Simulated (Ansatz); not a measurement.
A run of Ansatz 0.2.0 is set up as follows.

Contents of input.yaml:

```yaml
crystal:
  lattice:
    - [-1.51435, 1.51435, 1.51435]
    - [1.51435, -1.51435, 1.51435]
    - [1.51435, 1.51435, -1.51435]
  atoms:
    - { symbol: V, position: [0.0, 0.0, 0.0], spin: 2.0 }
kpoints:
  mp_grid: { grid: [12, 12, 12] }
scf:
  occupations: { method: gaussian, width: 0.015 }
hamiltonian:
  xc: pbe
  pseudopotentials: { kind: all_electron, lapw: { basis_error: 0.001 } }
magnetization:
  spin_polarized: true
output:
  forces: true
  stress: true
  eigenvalues: true
```

Potentials or basis: all-electron LAPW, scalar-relativistic.

Run with:

```console
$ ansatz run input.yaml --threads 2 --pin off --max-ram 6144MiB --backend cpu --events-out ev --progress --plain --runs-dir out
```

Task: Estimate the absolute moment.

Result: 0.12 μB per cell.

Task: Predict the net moment.

Result: 0.12 μB per cell.

Caveat: the starting moments weren't kept.
